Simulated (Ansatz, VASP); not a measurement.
CdS (Hawleyite) in VASP and in Ansatz

File INCAR:

```
SYSTEM = CdS
ALGO = Normal
EDIFF = 1E-7
ENCUT = 520
GGA = PS
ISIF = 2
ISMEAR = -1
LASPH = .True.
LCHARG = .False.
LREAL = .False.
LWAVE = .False.
NBANDS = 16
NELM = 80
PREC = Accurate
SIGMA = 0.05
```

The input KPOINTS:

```
k-points
0
Gamma
  6 6 6
  0 0 0
```

Contents of POSCAR:

```
CdS
1.0
    0.0437475000      2.9165000000      2.9165000000
    2.9165000000      0.0437475000      2.9165000000
    2.9602475000      2.9602475000      0.0000000000
Cd S
1 1
Direct
    0.0000000000      0.0000000000      0.0000000000
    0.2500000000      0.2500000000      0.2500000000
```

Input for Ansatz:

```yaml
crystal:
  lattice:
    - [0.0437475, 2.9165, 2.9165]
    - [2.9165, 0.0437475, 2.9165]
    - [2.9602475, 2.9602475, 0.0]
  atoms:
    - { symbol: Cd, position: [0.0, 0.0, 0.0] }
    - { symbol: S, position: [0.25, 0.25, 0.25] }
basis:
  ecutwfc: 435.382179935808
kpoints:
  mp_grid:
    grid: [6, 6, 6]
hamiltonian:
  xc: pbesol
  pseudopotentials:
    kind: paw
scf:
  occupations:
    method: fermi_dirac
    width: 0.05
output:
  stress: true
```

Alike in both runs: task single point; functional PBEsol; k mesh 6 × 6 × 6; occupations fermi-dirac, width 0.05 eV; no spin polarisation.

|  | VASP | Ansatz |
| --- | --- | --- |
| version | VASP 6.6.1 | Ansatz 0.2.0 |
| potentials or method | VASP PAW PBE potentials, release 64 (Cd, S) | plane waves, PAW |
| plane-wave cutoff (eV) | 520 | 435 |
| valence electrons in the cell | 18 | 26 |

|  | VASP | Ansatz | Ansatz less VASP |
| --- | --- | --- | --- |
| pressure (GPa) | 0.2 | -0.2 | -0.40 |
| largest component of the traceless stress (GPa) | 1.62 | 1.58 | -0.037 |

The two sets of potentials don't hold the same shells in valence.

Caveats: the PAW data sets were made with another functional, which shifts forces and pressure a little (VASP).
